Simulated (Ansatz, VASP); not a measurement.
## InP: VASP beside Ansatz

One calculation is typed for both programs; each brings its own data sets. How far apart do they land? The structure shown comes from an earlier Ansatz run, which isn't shown and may have moved the atoms alone.

Program: Ansatz 0.2.0. Level of theory: plane waves, with VASP 6.6.1 beside it; elastic constants at r2SCAN. Results are calculated unless marked as measured.

### Step 1. The structure

The structure is cubic, space group F-43m (No. 216). The conventional cell has a = 5.907 Å, b = 5.907 Å, c = 5.907 Å, α = 90.00°, β = 90.00°, γ = 90.00°. Nearest to In lie 4 P at 2.56 Å. P has 4 In at 2.56 Å nearest. Farther neighbours are not listed.

### Step 2. Ansatz: elastic constants, r2SCAN

Ansatz runs on its default PAW (the set named soft_2) files.

Elastic constants are differences of stresses under small strains, so they test the stress and the mesh.

input.yaml reads:

```yaml
crystal:
  lattice:
    - [0.0, 2.9535852396, 2.9535852396]
    - [2.9535852396, 0.0, 2.9535852396]
    - [2.9535852396, 2.9535852396, 0.0]
  atoms:
    - { symbol: In, position: [0.0, 0.0, 0.0] }
    - { symbol: P, position: [0.25, 0.25, 0.25] }
kpoints:
  mp_grid: { grid: [10, 10, 10] }
hamiltonian:
  xc: r2scan
scf:
  occupations: { method: gaussian, width: 0.02 }
output:
  forces: true
  stress: true
  eigenvalues: true
elastic:
  mode: relaxed_ion
  stencil: two_point
```

Command:

```sh
$ ansatz run input.yaml --threads 4 --pin off --max-ram 8192MiB --backend cpu --events-out ev --progress --plain --runs-dir out
```

Numbers of over 12 decimals in the logs are rounded to 6 here.

Log:

```text
Engine: ansatz 0.2.0, aarch64-unknown-linux-gnu
Pseudopotentials: kind: paw
Pseudopotential: In, paw, valence charge 13, recommended cutoff 500 eV (meta_gga), In.paw.azcp
Pseudopotential: P, paw, valence charge 5, recommended cutoff 500 eV (meta_gga), P.paw.azcp
Functional definition: r2SCAN
  parameter k0 = 0.174
  parameter k1 = 0.065
  parameter a1 = 4.9479
  exchange = r2scan_x(k0 = k0, k1 = k1, a1 = a1)
  correlation = r2scan_c
Crystal: 2 atoms, lattice volume = 51.532 Å³
Basis set: ecut = 500 eV, 1291 PW (Γ), exchange–correlation on 128×128×128 points (64 copies of the dense FFT grid, shifted against one another)
Bands: 13, of which v1, the nominal top of the filled ones, is band 9 counted from 1 (8 counted from 0)
Symmetry: 24 space group operations
Space group: F-43m (ITA 216), of the structure as read, at distance tolerance 3.7e-5 Å
k-points: 47 of 1000 (time reversal used)
Non-local potential: In, projectors of the file, l = 0: 2, l = 1: 2, l = 2: 2, l = 3: 2
Non-local potential: P, projectors of the file, l = 0: 2, l = 1: 2, l = 2: 2
PAW form: soft (Blöchl's): semilocal exchange-correlation on the pseudo side does not see the compensation charge
PAW frozen core: In, regenerated for the run's functional (the file was generated under x = pbe(κ = 0.804, μ = 0.219515), c = pbe(β = 0.066725))
PAW frozen core: P, regenerated for the run's functional (the file was generated under x = pbe(κ = 0.804, μ = 0.219515), c = pbe(β = 0.066725))
PAW one-centre angular grid: In, 590 points (default); XC on 289 of its mesh's 2783 points in the sphere
PAW one-centre angular grid: P, 302 points (default); XC on 160 Gauss nodes
Initial density: superposition of atomic densities (neutral atoms: chi_scale 0, normalization atom), corrected by the library's trained network
Initial wavefunctions: pseudopotential atomic-orbital guess
Functional: x = r2scan, c = r2scan; τ floored in thin density (d = 2e-4 eV/Å³)
SCF iter   1: F=—  HF=-6371.732704 eV  |F-HF|=—  |Δ(HF+E_count)|=         —  Δρ=6.82e-3  dr2=1.86e-2  dr2_τ=1.03e-2  ethr=1.77e-3  ⟨swp⟩=6.3  Hψ=4275  notcnv=0
preconditioner: auto → none  [insulator: Δε(μ)=0.968 eV  Ē_g=15.464 eV  σ=0.020 eV  W_gap=1.00  n_scr=14 (ndim 8)  ℏωp=21.9 eV  f_vac=0.023  D(μ)=0.00/eV (n_scr^D=0)  ε∞_Penn≈3.0]
SCF iter   2: F=—  HF=-6371.739242 eV  |F-HF|=—  |Δ(HF+E_count)|=   6.54e-3  Δρ=1.82e-3  dr2=2.00e-3  dr2_τ=1.16e-4  ethr=1.03e-4  ⟨swp⟩=3.0  Hψ=1768  notcnv=0
SCF iter   3: F=—  HF=-6371.739226 eV  |F-HF|=—  |Δ(HF+E_count)|=   1.62e-5  Δρ=1.08e-3  dr2=3.62e-4  dr2_τ=1.08e-5  ethr=1.11e-5  ⟨swp⟩=3.0  Hψ=1206  notcnv=0
SCF iter   4: F=—  HF=-6371.739317 eV  |F-HF|=—  |Δ(HF+E_count)|=   9.10e-5  Δρ=4.26e-4  dr2=5.68e-5  dr2_τ=1.03e-6  ethr=2.01e-6  ⟨swp⟩=1.8  Hψ=713  notcnv=0
SCF iter   5: F=—  HF=-6371.739325 eV  |F-HF|=—  |Δ(HF+E_count)|=   8.13e-6  Δρ=7.23e-5  dr2=1.59e-6  dr2_τ=4.03e-8  ethr=3.16e-7  ⟨swp⟩=2.2  Hψ=1005  notcnv=0
SCF iter   6: F=—  HF=-6371.739328 eV  |F-HF|=—  |Δ(HF+E_count)|=   2.50e-6  Δρ=1.11e-5  dr2=4.16e-8  dr2_τ=1.34e-9  ethr=8.86e-9  ⟨swp⟩=2.9  Hψ=1046  notcnv=0
SCF iter   7: F=—  HF=-6371.739328 eV  |F-HF|=—  |Δ(HF+E_count)|=   2.05e-8  Δρ=1.42e-6  dr2=1.18e-9  dr2_τ=1.01e-10  ethr=2.31e-10  ⟨swp⟩=3.0  Hψ=1084  notcnv=0
SCF iter   8: F=—  HF=-6371.739328 eV  |F-HF|=—  |Δ(HF+E_count)|=  1.77e-10  Δρ=2.64e-7  dr2=4.89e-11  dr2_τ=1.58e-12  ethr=6.54e-12  ⟨swp⟩=3.0  Hψ=1123  notcnv=0
SCF iter   9: F=—  HF=-6371.739328 eV  |F-HF|=—  |Δ(HF+E_count)|=  1.64e-11  Δρ=2.32e-8  dr2=4.38e-13  dr2_τ=9.87e-15  ethr=2.71e-13 (applied; sched 1.00e-12)  ⟨swp⟩=2.0  Hψ=808  notcnv=0
SCF iter  10: F=-6371.739328 eV  HF=-6371.739328 eV  |F-HF|=9.09e-13  |Δ(HF+E_count)|=  2.73e-12  Δρ=2.64e-9  dr2=6.10e-15  dr2_τ=2.34e-16  ethr=1.00e-12  ⟨swp⟩=6.0  Hψ=2893  notcnv=0
SCF 1 converged in 10 iterations: F = -6371.739328 eV  dr2 = 6.10e-15
  greatest PAW one-centre occupation: 0.981 electrons in one spin orbital (limit 2), on the In atom at site 0 (counted from 0), in its partial waves of l = 2
Initial density: handed on by an earlier stage of this run
Initial wavefunctions: those handed on with the density
iter 1 solved again at ethr=1.00e-12 eV; its pass at ethr=3.10e-3 eV (dr2=4.10e-15 eV) is discarded
SCF iter   1: F=—  HF=-6371.739328 eV  |F-HF|=—  |Δ(HF+E_count)|=         —  Δρ=2.72e-9  dr2=6.52e-15  dr2_τ=2.77e-16  ethr=1.00e-12  ⟨swp⟩=2.6  Hψ=4299  notcnv=0
preconditioner: auto → none  [insulator: Δε(μ)=1.028 eV  Ē_g=15.374 eV  σ=0.020 eV  W_gap=1.00  n_scr=14 (ndim 8)  ℏωp=21.9 eV  f_vac=0.016  D(μ)=0.00/eV (n_scr^D=0)  ε∞_Penn≈3.0]
SCF iter   2: F=-6371.739328 eV  HF=-6371.739328 eV  |F-HF|=1.82e-12  |Δ(HF+E_count)|=  8.19e-12  Δρ=8.49e-10  dr2=3.56e-16  dr2_τ=8.96e-17  ethr=1.00e-12  ⟨swp⟩=5.3  Hψ=2140  notcnv=0
SCF 2 converged in 2 iterations: F = -6371.739328 eV  dr2 = 3.56e-16
Crystal: 2 atoms, lattice volume = 51.429 Å³
[...]
SCF iter   4: F=—  HF=-6371.739299 eV  |F-HF|=—  |Δ(HF+E_count)|=  5.51e-10  Δρ=1.66e-7  dr2=1.51e-11  dr2_τ=8.93e-13  ethr=6.98e-12  ⟨swp⟩=2.8  Hψ=3672  notcnv=0
SCF iter   5: F=—  HF=-6371.739299 eV  |F-HF|=—  |Δ(HF+E_count)|=    0.00e0  Δρ=6.07e-8  dr2=1.93e-12  dr2_τ=9.46e-14  ethr=8.36e-14 (applied; sched 1.00e-12)  ⟨swp⟩=2.9  Hψ=4145  notcnv=0
SCF iter   6: F=—  HF=-6371.739299 eV  |F-HF|=—  |Δ(HF+E_count)|=    0.00e0  Δρ=1.87e-8  dr2=2.06e-13  dr2_τ=5.80e-15  ethr=1.07e-14 (applied; sched 1.00e-12)  ⟨swp⟩=2.5  Hψ=3803  notcnv=0
SCF iter   7: F=-6371.739299 eV  HF=-6371.739299 eV  |F-HF|=1.82e-12  |Δ(HF+E_count)|=  1.82e-12  Δρ=5.80e-9  dr2=1.96e-14  dr2_τ=1.23e-16  ethr=1.00e-12  ⟨swp⟩=5.0  Hψ=7976  notcnv=0
SCF 7 converged in 7 iterations: F = -6371.739299 eV  dr2 = 1.96e-14
relax step   3: F+E_penalty+E_count = -6371.73929933 eV  Δ(F+E_penalty+E_count) = -1.221e-7 eV  max|allowed force component| = 7.805e-9 eV/Å  Δτ_max = 0.0001 Å  (7 SCF iters, accepted)
[...]
relax step   1: F+E_penalty+E_count = -6371.73928432 eV  Δ(F+E_penalty+E_count) = +0.000e0 eV  max|allowed force component| = 1.535e-2 eV/Å  Δτ_max = 0.0000 Å  (9 SCF iters, accepted)
[...]
relax step   2: F+E_penalty+E_count = -6371.73929933 eV  Δ(F+E_penalty+E_count) = -1.501e-5 eV  max|allowed force component| = 5.814e-8 eV/Å  Δτ_max = 0.0010 Å  (8 SCF iters, accepted)
iter 1 solved again at ethr=1.00e-12 eV; its pass at ethr=3.10e-3 eV (dr2=5.54e-14 eV) is discarded
SCF iter   1: F=—  HF=-6371.739299 eV  |F-HF|=—  |Δ(HF+E_count)|=         —  Δρ=6.30e-9  dr2=2.83e-14  dr2_τ=5.52e-16  ethr=1.00e-12  ⟨swp⟩=2.9  Hψ=15921  notcnv=0
SCF iter   2: F=-6371.739299 eV  HF=-6371.739299 eV  |F-HF|=1.82e-12  |Δ(HF+E_count)|=  1.00e-11  Δρ=2.68e-9  dr2=2.57e-15  dr2_τ=2.60e-16  ethr=1.00e-12  ⟨swp⟩=5.2  Hψ=8079  notcnv=0
SCF 11 converged in 2 iterations: F = -6371.739299 eV  dr2 = 2.57e-15
SCF converged after 2 iterations
Free energy (F): -6371.739328 eV
Harris-Foulkes:  -6371.739328 eV  (|F-HF|=1.82e-12)
Internal energy: -6371.739328 eV  (E = F + TS)
E sigma→0 (E₀):  -6371.739328 eV
Fermi energy:    7.034672 eV
--- Per-component energies (eV) ---
  E_band       = -66.026538
  E_kinetic    = 312.650288
  E_local      = -1413.857246  (includes V_loc(G=0)·N_el)
  E_nonlocal   = 401.508380
  E_hartree    = 558.381826
  E_xc         = -258.755992
  E_vxc        = -170.898404  (∫ρ·V_xc dr)
  E_paw        = -4761.374074  (= ΣΔE_a)
  E_vpaw       = -322.405812  (= ΣTr[D̂ρ^β])
  E_aug_tail   = 0.000008  (compensation charges beyond the density's cutoff)
  E_vtau       = 10.212595  (kinetic-family band-sum trace: ∫τ·v_τ [+ j·A + Jᵃ·Aᵃ] dr)
  E_ewald      = -1211.167223
  E_core_change = 0.874704  (= ΣΔE_core)
  E_smearing   = -0.000000  (= −TS)
  E_closure    = 0.000000  (closes the sum)
  Σ components = -6371.739328   (vs F -6371.739328, Δ=0.00e0)
--- Forces (eV/Å), atoms counted from 1 ---
  atom   1  In     0.00000000    -0.00000000     0.00000000
  atom   2  P     -0.00000000     0.00000000    -0.00000000
  max |Σ_I F_I| component: 5.55e-17 eV/Å
--- Stress (GPa, compression-positive) ---
       -0.007860       0.000000      -0.000000
       -0.000000      -0.007860       0.000000
       -0.000000       0.000000      -0.007860
  P = ⅓ Tr σ = -0.0079 GPa (-0.079 kbar)
--- Band table (eV; the first three rows and the last of 47) ---
  k-point 0: bands = [... 5 lower, -5.3147, 6.5206, 6.5206, 6.5206, 7.5483, 10.9472, 10.9472, 10.9472]
  k-point 1: bands = [... 5 lower, -5.1982, 5.4101, 6.3981, 6.3981, 8.2943, 11.0104, 11.1357, 11.1357]
  k-point 2: bands = [... 5 lower, -4.8644, 3.8445, 6.1176, 6.1176, 8.6555, 11.5139, 11.5139, 11.6481]
  k-point 46: bands = [... 5 lower, -2.8758, 0.8904, 3.6161, 3.6723, 10.5992, 10.8563, 13.0716, 13.4937]
--- Elastic constants: 2 strain directions × 2 members + reference (group order 24) ---
  dense FFT box of the reference and of every strained cell: 32×32×32
  strains applied: 11, 23; error gains: componentwise 1.00 (the most a stress slope's error grows in a printed constant), spectral 1.73 (1 for all six strains in a standard setting)
  C = ∂σ_k/∂η_j (tension-positive GPa; Voigt order 11 22 33 23 13 12):
        97.948     53.431     53.431     -0.000      0.000      0.000
        53.431     97.948     53.431     -0.000      0.000      0.000
        53.431     53.431     97.948     -0.000      0.000      0.000
        -0.000      0.000     -0.000     45.851     -0.000      0.000
         0.000      0.000     -0.000      0.000     45.851     -0.000
        -0.000      0.000     -0.000      0.000     -0.000     45.851
  reference stress σ⁰ (GPa):      0.008      0.008      0.008     -0.000      0.000      0.000
  C* (energy form; C + prestress term) asymmetry max|C*_kj − C*_jk| = 2.132e-14 GPa — a small one proves nothing (zero by symmetry where the batch's group is 432, −43m or m−3m); a large one is finite-difference/SCF noise where every solve meets its electron count
  moduli (Voigt/Reuss/Hill, GPa): K = 68.27/68.27/68.27   G = 36.41/32.20/34.31   E = 88.15   ν = 0.285
  mechanically stable: yes (min eigenvalue of sym C = 44.52 GPa)
  strain η (Voigt 11):  stress-route row diagonal C_11 = 97.95 GPa, energy-path curvature d²(F+E_count+ΔE)/dδ²/Ω₀ = 97.94 GPa
         δ    σ_11 (GPa)             F (eV)   n_scf  n_hpsi   n_pw
    -2.000e-3      -0.1884       -6371.7392707      10   31683   1326   relax 0 steps, max|allowed force component| 8.33e-17 eV/Å
     2.000e-3       0.2033       -6371.7392610       6   25863   1355   relax 0 steps, max|allowed force component| 8.33e-17 eV/Å
  strain η (Voigt 23):  stress-route row diagonal C_44 = 45.85 GPa, energy-path curvature d²(F+E_count+ΔE)/dδ²/Ω₀ = 45.84 GPa
         δ    σ_23 (GPa)             F (eV)   n_scf  n_hpsi   n_pw
    -2.000e-3      -0.0917       -6371.7392993       2   25643   1326   relax 3 steps, max|allowed force component| 7.80e-9 eV/Å
     2.000e-3       0.0917       -6371.7392993       2   25743   1326   relax 2 steps, max|allowed force component| 5.81e-8 eV/Å
```

[end of part 1 of 2]

[Lines on the potential files, build, host, timing and source positions are cut from VASP's logs without a mark.]

[Logs are printed without paths, hosts, clocks, repeated set-up lines and the standing remarks that a program may print on its own settings, such as how far it seeks lower states.]

[Hosts, paths, dates, database ids (printed as entryN), source tags and the programs' standing remarks are cut or masked in the printed files.]
